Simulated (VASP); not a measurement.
These are PBE GGA with D4 dispersion, VASP's PBE PAW potentials (set 64) (plane waves; VASP) values and carry that method's errors.

The input files of a VASP run:

INCAR:
```
ALGO = Normal
EDIFF = 1E-7
ENCUT = 520
GGA = PE
ISIF = 2
ISMEAR = 0
IVDW = 13
LASPH = .TRUE.
LCHARG = .FALSE.
LMAXMIX = 4
LREAL = .FALSE.
LWAVE = .FALSE.
NELM = 100
PREC = Accurate
SIGMA = 0.05
SYSTEM = AlSb
```

File KPOINTS:
```
Automatic
0
G
 8 8 8
```

File POSCAR:
```
AlSb
1
    0.0000000000     3.0142888281     3.0142888281
    3.0142888281     0.0000000000     3.0142888281
    3.0142888281     3.0142888281     0.0000000000
Al Sb
1 1
Direct
  0.0000000000   0.0000000000   0.0000000000
  0.2500000000   0.2500000000   0.2500000000
```

POTCAR, in this order: Al Sb (PBE.64 set). Program: vasp_std.

Output

File OUTCAR:
```
 ion  position               nearest neighbor table
   1  0.000  0.000  0.000-   2 2.61   2 2.61   2 2.61   2 2.61
   2  0.250  0.250  0.250-   1 2.61   1 2.61   1 2.61   1 2.61
  LATTYP: Found a face centered cubic cell.
 ALAT       =     6.0285776562
 Subroutine PRICEL returns:
 Original cell was already a primitive cell.
 Subroutine GETGRP returns: Found 24 space group operations
The static configuration has the point symmetry T_d .
The dynamic configuration has the point symmetry T_d .
 Subroutine INISYM returns: Found 24 space group operations
 Subroutine IBZKPT returns following result:
 Found     29 irreducible k-points:

 Following reciprocal coordinates:
            Coordinates               Weight
  0.000000  0.000000  0.000000      1.000000
  0.125000  0.000000  0.000000      8.000000
  0.250000  0.000000  0.000000      8.000000
  0.375000  0.000000  0.000000      8.000000
  0.500000  0.000000  0.000000      4.000000
  0.125000  0.125000  0.000000      6.000000
  0.250000  0.125000  0.000000     24.000000
  0.375000  0.125000  0.000000     24.000000
  0.500000  0.125000  0.000000     24.000000
 -0.375000  0.125000  0.000000     24.000000
 -0.250000  0.125000  0.000000     24.000000
 -0.125000  0.125000  0.000000     12.000000
  0.250000  0.250000  0.000000      6.000000
  0.375000  0.250000  0.000000     24.000000
  0.500000  0.250000  0.000000     24.000000
 -0.375000  0.250000  0.000000     24.000000
 -0.250000  0.250000  0.000000     12.000000
  0.375000  0.375000  0.000000      6.000000
  0.500000  0.375000  0.000000     24.000000
 -0.375000  0.375000  0.000000     12.000000
  0.500000  0.500000  0.000000      3.000000
  0.375000  0.250000  0.125000     24.000000
  0.500000  0.250000  0.125000     48.000000
 -0.375000  0.250000  0.125000     24.000000
...
```

### OSZICAR
```
       N       E                     dE             d eps       ncg     rms          rms(c)
DAV:   1     0.164549526557E+02    0.16455E+02   -0.28320E+03   464   0.726E+02
DAV:   2    -0.762122780280E+01   -0.24076E+02   -0.23091E+02   624   0.894E+01
DAV:   3    -0.820354479665E+01   -0.58232E+00   -0.58232E+00   624   0.168E+01
DAV:   4    -0.820784079130E+01   -0.42960E-02   -0.42960E-02   704   0.167E+00
DAV:   5    -0.820786685370E+01   -0.26062E-04   -0.26062E-04   632   0.991E-02    0.366E+00
DAV:   6    -0.813586565263E+01    0.72001E-01   -0.84685E-02   504   0.146E+00    0.230E+00
DAV:   7    -0.811126991550E+01    0.24596E-01   -0.10134E-01   576   0.175E+00    0.416E-01
DAV:   8    -0.811206518598E+01   -0.79527E-03   -0.58349E-03   488   0.471E-01    0.105E-01
DAV:   9    -0.811233611287E+01   -0.27093E-03   -0.55762E-04   592   0.157E-01    0.355E-02
DAV:  10    -0.811234477950E+01   -0.86666E-05   -0.22012E-05   672   0.280E-02    0.184E-02
DAV:  11    -0.811236895696E+01   -0.24177E-04   -0.44952E-05   512   0.461E-02    0.254E-03
DAV:  12    -0.811236925505E+01   -0.29810E-06   -0.38644E-07   688   0.503E-03    0.279E-03
DAV:  13    -0.811236946074E+01   -0.20569E-06   -0.59348E-08   544   0.181E-03    0.103E-03
DAV:  14    -0.811236947651E+01   -0.15771E-07   -0.12301E-08   264   0.534E-04
   1 F= -.88451795E+01 E0= -.88451795E+01  d E =-.224660E-11
```

**OUTCAR**
```
------------------------ aborting loop because EDIFF is reached ----------------------------------------
  Edisp (eV):   -0.73281
  FORCE on cell =-STRESS in cart. coord.  units (eV):
  Direction    XX          YY          ZZ          XY          YZ          ZX
  --------------------------------------------------------------------------------------
  Total       1.33494     1.33494     1.33494    -0.00000     0.00000    -0.00000
  in kB      39.04704    39.04704    39.04704    -0.00000     0.00000    -0.00000
  external pressure =       39.05 kB  Pullay stress =        0.00 kB
  volume of cell :       54.78
      direct lattice vectors                 reciprocal lattice vectors
     0.000000000  3.014288828  3.014288828    -0.165876606  0.165876606  0.165876606
     3.014288828  0.000000000  3.014288828     0.165876606 -0.165876606  0.165876606
     3.014288828  3.014288828  0.000000000     0.165876606  0.165876606 -0.165876606
 POSITION                                       TOTAL-FORCE (eV/Angst)
 -----------------------------------------------------------------------------------
      0.00000      0.00000      0.00000         0.000000     -0.000000     -0.000000
      1.50714      1.50714      1.50714        -0.000000      0.000000      0.000000
 -----------------------------------------------------------------------------------
    total drift:                               -0.000000     -0.000000     -0.000000
  FREE ENERGIE OF THE ION-ELECTRON SYSTEM (eV)
  ---------------------------------------------------
  free  energy   TOTEN  =        -8.8451794911 eV

  energy  without entropy=       -8.8451794911  energy(sigma->0) =       -8.84517949
```
(Selected blocks of OUTCAR.)

OUTCAR:
```
 val. band max:        5.3362410039   @ k =   0.0000   0.0000   0.0000

 cond. band min:       6.4406792810   @ k =   0.5000   0.5000   0.0000


 Fermi energy:         5.5490423753

 k-point     1 :       0.0000    0.0000    0.0000
  band No.  band energies     occupation
      1      -5.7117      2.00000
      2       5.3362      2.00000
      3       5.3362      2.00000
      4       5.3362      2.00000
      5       7.3834      0.00000
      6       8.4741      0.00000
      7       8.4741      0.00000
      8       8.4741      0.00000

 k-point     2 :       0.1250    0.0000    0.0000
  band No.  band energies     occupation
      1      -5.5581      2.00000
      2       3.8879      2.00000
      3       5.1335      2.00000
      4       5.1335      2.00000
      5       7.6941      0.00000
      6       8.7781      0.00000
      7       8.7781      0.00000
      8       9.3193      0.00000

 k-point     3 :       0.2500    0.0000    0.0000
  band No.  band energies     occupation
      1      -5.1237      2.00000
      2       1.9137      2.00000
      3       4.7580      2.00000
      4       4.7580      2.00000
      5       7.2858      0.00000
      6       9.1783      0.00000
      7       9.1783      0.00000
      8      11.2664      0.00000

 k-point     4 :       0.3750    0.0000    0.0000
  band No.  band energies     occupation
      1      -4.5343      2.00000
      2       0.3305      2.00000
      3       4.4713      2.00000
      4       4.4713      2.00000
      5       6.9548      0.00000
      6       9.1486      0.00000
      7       9.1486      0.00000
      8      12.0530      0.00000

 k-point     5 :       0.5000    0.0000    0.0000
  band No.  band energies     occupation
      1      -4.1961      2.00000
      2      -0.3467      2.00000
      3       4.3688      2.00000
      4       4.3688      2.00000
      5       6.8393      0.00000
      6       9.0651      0.00000
      7       9.0651      0.00000
...
```

Unless said otherwise, spin-orbit coupling is left out, though it shifts the bands of the heavy elements here.

The compound is AlSb in the zinc blende structure. This cell is one point of a volume scan, at 0.94 of the reference volume.
